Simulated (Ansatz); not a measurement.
# Mo: the cost of one run

Computed with Ansatz 0.2.0 (DFT PBE, scalar-relativistic, plane waves, PAW, unless a step's input says otherwise).

The COD entry's cell or inner coordinates are ideal or old and differ from later refinements, so a difference from it is no clean test against experiment.

3 further runs of the same task are left out: 1 for a known fault of the program, 2 set aside as unsound or not needed.

## Step 1: The system as given

It takes space group Im-3m (No. 229, cubic). Conventional cell: a = 3.160 Å, b = 3.160 Å, c = 3.160 Å, α = 90.00°, β = 90.00°, γ = 90.00°. Around Mo (site symmetry m-3m) lie 8 Mo at 2.74 Å.

As a file:

```cif
data_structure
_symmetry_space_group_name_H-M 'Im-3m'
_symmetry_Int_Tables_number 229
_cell_length_a 3.1604
_cell_length_b 3.1604
_cell_length_c 3.1604
_cell_angle_alpha 90.000
_cell_angle_beta 90.000
_cell_angle_gamma 90.000
_cell_volume 31.57
loop_
_atom_site_label
_atom_site_type_symbol
_atom_site_symmetry_multiplicity
_atom_site_Wyckoff_symbol
_atom_site_fract_x
_atom_site_fract_y
_atom_site_fract_z
_atom_site_occupancy
Mo1 Mo 2 a 0.00000 0.00000 0.00000 1
```

It is built from the cell relaxed beforehand with the same method (15.78 Å³/atom).

## Step 2: The undisturbed cell

Contents of input.yaml:

```yaml
crystal:
  lattice:
    - [-3.1604388711, -3.1604388711, 3.1604388711]
    - [-3.1604388711, 3.1604388711, -3.1604388711]
    - [3.1604388711, -3.1604388711, -3.1604388711]
  atoms:
    - { symbol: Mo, position: [0.5, 0.5, 0.5] }
    - { symbol: Mo, position: [0.0, 0.5, 0.5] }
    - { symbol: Mo, position: [0.5, 0.0, 0.5] }
    - { symbol: Mo, position: [0.0, 0.0, 0.5] }
    - { symbol: Mo, position: [0.5, 0.5, 0.0] }
    - { symbol: Mo, position: [0.0, 0.5, 0.0] }
    - { symbol: Mo, position: [0.5, 0.0, 0.0] }
    - { symbol: Mo, position: [0.0, 0.0, 0.0] }
basis:
  ecutwfc: 420
kpoints:
  mp_grid: { grid: [14, 14, 14] }
hamiltonian:
  xc: pbe
scf:
  occupations: { method: gaussian, width: 0.15 }
output:
  forces: true
  stress: true
  eigenvalues: true
  write_density: true
  write_potential: true
  elf: true
  volumetric_format: npy
```

Command:

```
$ ansatz run input.yaml --threads 1 --pin off --max-ram 2560MiB --backend cpu --events-out ev --progress --plain --runs-dir out
```

**Question.** How long does this run take on 1 thread of Intel Xeon 6975P-C (Granite Rapids), shared host, and how much memory does it need?

About 23 s, with a peak of 0.84 GiB.
